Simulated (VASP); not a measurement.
# Sb (P6_3/mmc) in VASP: notebook, part 2 of 2

VASP 6.6.1. The steps go on from the part before.

### Step 3. Single point, PBE

The input, INCAR:

```
SYSTEM = Sb
PREC = Accurate
ENCUT = 500
EDIFF = 1E-6
ISMEAR = 0
SIGMA = 0.02
LREAL = .False.
LASPH = .True.
NELM = 100
ALGO = Normal
ISIF = 2
LWAVE = .False.
LCHARG = .False.
GGA = PE
NBANDS = 22
```

The input, KPOINTS:

```
Automatic mesh
0
Gamma
  4 4 2
  0 0 0
```

The input, POSCAR:

```
Sb
1.0
    3.3545324186      0.0000000000      0.0000000000
   -1.6772662093      2.9051102923      0.0000000000
    0.0000000000      0.0000000000      5.4701606500
Sb
2
Direct
    0.6666666667      0.3333333333      0.7500000000
    0.3333333333      0.6666666667      0.2500000000
```

Potentials or basis: VASP PAW PBE potentials, release 64 (Sb_d_GW).

Launch:

```console
$ cat potpaw_PBE.64/Sb_d_GW/POTCAR > POTCAR
$ mpirun -np 1 vasp_std > vasp.out
```

OUTCAR:

```text
SYSTEM = Sb
   PREC = Accurate
   ENCUT = 500
   EDIFF = 1E-6
   ISMEAR = 0
   LREAL = .False.
   LASPH = .True.
   NELM = 100
   ISIF = 2
   GGA = PE

 ion  position               nearest neighbor table
   1  0.667  0.333  0.750-   2 3.35   2 3.35   2 3.35   2 3.35   2 3.35   2 3.35
   2  0.333  0.667  0.250-   1 3.35   1 3.35   1 3.35   1 3.35   1 3.35   1 3.35

  LATTYP: Found a hexagonal cell.
 ALAT       =     3.3545324186
 C/A-ratio  =     1.6306775334

  Lattice vectors:

 A1 = (   3.3545324186,   0.0000000000,   0.0000000000)
 A2 = (  -1.6772662093,   2.9051102923,   0.0000000000)
 A3 = (   0.0000000000,   0.0000000000,   5.4701606500)

Analysis of symmetry for initial positions (statically):
=====================================================================
 Subroutine PRICEL returns:
 Original cell was already a primitive cell.

 Routine SETGRP: Setting up the symmetry group for a
 hexagonal supercell.

 Subroutine GETGRP returns: Found 24 space group operations
 (whereof 12 operations were pure point group operations)
 out of a pool of 24 trial point group operations.

[... 144 lines left out ...]
  free energy    TOTEN  =        -7.86971993 eV

  energy without entropy =       -7.86959853  energy(sigma->0) =       -7.86965923

 E-fermi :   6.8851     XC(G=0): -10.6934

 val. band max:        6.8510160601   @ k =   0.5000   0.0000   0.0000
 cond. band min:       6.9225476622   @ k =   0.2500   0.2500   0.0000
 fundamental gap:      0.0715316020
 Fermi energy:         6.8850616925

 k-point     1 :       0.0000    0.0000    0.0000
  band No.  band energies     occupation
      1     -22.8605      2.00000
      2     -22.8513      2.00000
      3     -22.8395      2.00000
      4     -22.8395      2.00000
      5     -22.8351      2.00000
      6     -22.8351      2.00000
[... 189 lines left out ...]
     21      15.8602      0.00000
     22      15.8602      0.00000

------------------------ aborting loop because EDIFF is reached ----------------------------------------

  FORCE on cell =-STRESS in cart. coord.  units (eV):
  Direction    XX          YY          ZZ          XY          YZ          ZX
  --------------------------------------------------------------------------------------
  -------------------------------------------------------------------------------------
  Total        2.2674819      2.2674819     -2.9853853      0.0000000     -0.0000000      0.0000000
  in kB       68.1490345     68.1490345    -89.7255806      0.0000000     -0.0000000      0.0000000
  external PRESSURE =      15.5241628 kB  Pullay stress =       0.0000000 kB

 VOLUME and BASIS-vectors are now :
 -----------------------------------------------------------------------------
  energy-cutoff  :      500.00
  volume of cell :       53.31
      direct lattice vectors                 reciprocal lattice vectors
     3.354532419  0.000000000  0.000000000     0.298104139  0.172110505  0.000000000
    -1.677266209  2.905110292  0.000000000     0.000000000  0.344221010  0.000000000
     0.000000000  0.000000000  5.470160650     0.000000000  0.000000000  0.182809987

 POSITION                                       TOTAL-FORCE (eV/Angst)
 -----------------------------------------------------------------------------------
      1.67727      0.96837      4.10262         0.000000      0.000000      0.000000
     -0.00000      1.93674      1.36754        -0.000000     -0.000000      0.000000
 -----------------------------------------------------------------------------------
    total drift:                                0.000000     -0.000000      0.000000

  FREE ENERGIE OF THE ION-ELECTRON SYSTEM (eV)
  ---------------------------------------------------
  free  energy   TOTEN  =        -7.8697199295 eV

  energy  without entropy=       -7.8695985284  energy(sigma->0) =       -7.86965923
```

It took 9.5 s on 1 thread of Intel Xeon Platinum 8488C (Sapphire Rapids), shared host; peak memory 0.16 GiB.

Results:

```
Free energy            : -7.8697 eV
Pressure               : 1.6 GPa
Band gap on the k mesh : none (metal or under the smearing width)
```

Levels at points of the mesh, in eV from the Fermi level:
| k point | band 11 | band 12 | band 13 | band 14 | band 15 | band 16 | band 17 | band 18 |
| --- | --- | --- | --- | --- | --- | --- | --- | --- |
| (0.00, 0.00, 0.00) | -13.41 | -9.58 | -6.28 | 3.20 | 3.20 | 4.84 | 4.84 | 5.10 |
| (0.50, 0.00, 0.00) | -9.80 | -8.50 | -4.76 | -3.49 | -2.69 | -0.55 | -0.03 | 3.27 |
| (0.00, 0.00, 0.50) | -12.17 | -12.17 | -1.20 | -1.20 | 4.01 | 4.01 | 4.01 | 4.01 |
| (0.50, 0.00, 0.50) | -8.91 | -8.91 | -5.78 | -5.78 | 1.21 | 1.21 | 1.42 | 1.42 |

Caveat: the k mesh is coarse (spacing up to 0.57 Å⁻¹), so the values aren't converged.

### Step 4. Atomic charges, PBE

The input, INCAR:

```
ALGO = Fast ; EDIFF = 1E-7
ENCUT = 520 ; GGA = PE
ISIF = 2 ; ISMEAR = 0
LASPH = T ; LCHARG = T
LELF = T ; LORBIT = 10
LREAL = F ; LVHAR = T
LWAVE = F ; NELM = 60
PREC = Accurate ; SIGMA = 0.02
```

The input, KPOINTS:

```
k-points
0
Gamma
  9 9 5
```

POSCAR is that of step 3.

Potentials or basis: VASP PAW PBE potentials, release 64 (Sb).

Launch:

```console
$ cat potpaw_PBE.64/Sb/POTCAR > POTCAR
$ mpirun -np 1 vasp_std > vasp.out
```

Wall time 16 s (1 thread of Intel Xeon Platinum 8375C at 2.90GHz (Ice Lake), shared host); peak memory 0.17 GiB.

Results (log left out):

* Free energy: -7.7200 eV
* Pressure: 1.3 GPa
* Band gap on the k mesh: none (metal or under the smearing width)
* Valence electrons inside the program's atomic spheres: Sb 2.33

Stress tensor (GPa, compression positive):
```
1.13 0.00 0.00
0.00 1.13 0.00
0.00 0.00 1.77
```

Levels at points of the mesh, in eV from the Fermi level:
```
           k point  band 1  band 2  band 3  band 4  band 5  band 6  band 7  band 8  band 9
(0.00, 0.00, 0.00)  -12.88   -9.05   -5.76    3.73    3.73    5.38    5.38    5.62    7.85
```

### Step 5. For comparison

An earlier run on the cell as given: functional PBE; potentials or basis VASP PAW PBE potentials, release 64 (Sb); cutoff 520 eV; k mesh 9 × 9 × 5; occupations fermi-dirac, width 0.05 eV; no spin polarisation.

- Pressure: 1.3 GPa
- Band gap on the k mesh: none (metal or under the smearing width)

### Step 6. The runs side by side

| task | potentials or basis | k mesh | cutoff (eV) | smearing | mesh quality | gap on the mesh (eV) | pressure (GPa) |
| --- | --- | --- | --- | --- | --- | --- | --- |
| single point | VASP PAW PBE potentials, release 64 (Sb_d_GW) | 6 × 6 × 3 | 500 | gaussian 0.02 eV | coarse | none | 1.9 |
| single point | VASP PAW PBE potentials, release 64 (Sb_d_GW) | 4 × 4 × 2 | 500 | gaussian 0.02 eV | coarse | none | 1.6 |
| atomic charges | VASP PAW PBE potentials, release 64 (Sb) | 9 × 9 × 5 | 520 | gaussian 0.02 eV | not flagged | none | 1.3 |
| single point | VASP PAW PBE potentials, release 64 (Sb) | 9 × 9 × 5 | 520 | fermi-dirac 0.05 eV | not flagged | none | 1.3 |

Alike in all rows: level PBE; no spin polarisation; cell as given.

Caveats: some runs use coarse meshes.

Absolute energies hang on the potentials; compare differences alone.
